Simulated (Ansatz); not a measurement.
A crystal relaxed with r2SCAN in Ansatz 0.2.0 has space group Fm-3m (No. 225) and a = 6.379 Å.

| atom | site | x | y | z |
| --- | --- | --- | --- | --- |
| Sn | 4a | 0.0000 | 0.0000 | 0.0000 |
| Xx | 4b | 0.5000 | 0.0000 | 0.0000 |

r2SCAN gives a direct gap of 0.15 eV at L. HSE06 gives a direct gap of 0.25 eV at L. With PBE the gap is 0.01 eV and direct, at L. (This is within a few times the smearing of 0.02 eV, so the filling near the edges can be smeared.) Meshes: r2SCAN 8×8×8, HSE06 6×6×6, PBE 8×8×8.

Question: Which element is Xx?
A. Se
B. S
C. O
D. Te

Answer: D. Xx is Te: SnTe (started from an entry of an open crystallographic database). Sn has 6 Te at 3.19 Å; Te has 6 Sn at 3.19 Å.

The values are computed, spin-unpolarised, and not measurements.

No spin-orbit coupling is included; it can move band edges with weight on the heavy atoms by tenths of an eV.

Gaps or overlaps of about a tenth of an eV are at the limit of these meshes: between the points read a gap can be smaller or closed.
